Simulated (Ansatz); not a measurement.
**Compressing SrCl2: a fit and a missing row**

SrCl2, Fm-3m, a = 7.038 Å. The structure is a COD entry; whether it is the stable form wasn't checked. Ansatz: PBE, PAW, 420 eV, Γ-centred 6×6×6 mesh on 3 atoms, Gaussian smearing 0.02 eV; no spin polarisation. Symmetry fixes shape and atoms, so the cell is only scaled; pressure is positive in compression.

| V (Å³/atom) | P (GPa) |
| --- | --- |
| 25.570 | ? |
| 26.442 | 3.98 |
| 27.313 | 2.44 |
| 28.185 | 1.14 |
| 29.057 | 0.04 |
| 29.928 | -0.90 |
| 30.800 | -1.69 |
| 31.962 | -2.56 |

Take V0 = 29.057 Å³/atom, count pressures from its P0 = 0.04 GPa, fit the third-order Birch–Murnaghan form to the other rows, and predict the missing pressure.

With the Eulerian strain f = ½[(V0/V)^(2/3) − 1] and y = (P − P0)/[3f(1 + 2f)^(5/2)], the form is the line y = B0 + 1.5 B0 (B0′ − 4) f. Rows (f, y): 0.03244, 34.6; 0.02106, 34.3; 0.01026, 34.0; -0.00975, 33.8; -0.01905, 33.4; -0.03077, 33.0. Means f = 0.0006983, y = 33.850; Σ(Δf)² = 0.003003, ΣΔfΔy = 0.07056; the slope is their ratio. y = 33.83 + 23.50 f GPa, so B0 = 33.8 GPa and B0′ = 4 + 2 × (23.50)/(3 × 33.83) = 4.46. At V = 25.570, f = 0.04448, y = 34.88 and P = 5.80 GPa. The run gave 5.80 GPa, the same to the digits shown.

Cost: 8 runs of about 0.28 core-minutes in all, on Arm Neoverse V1 (shared hosts).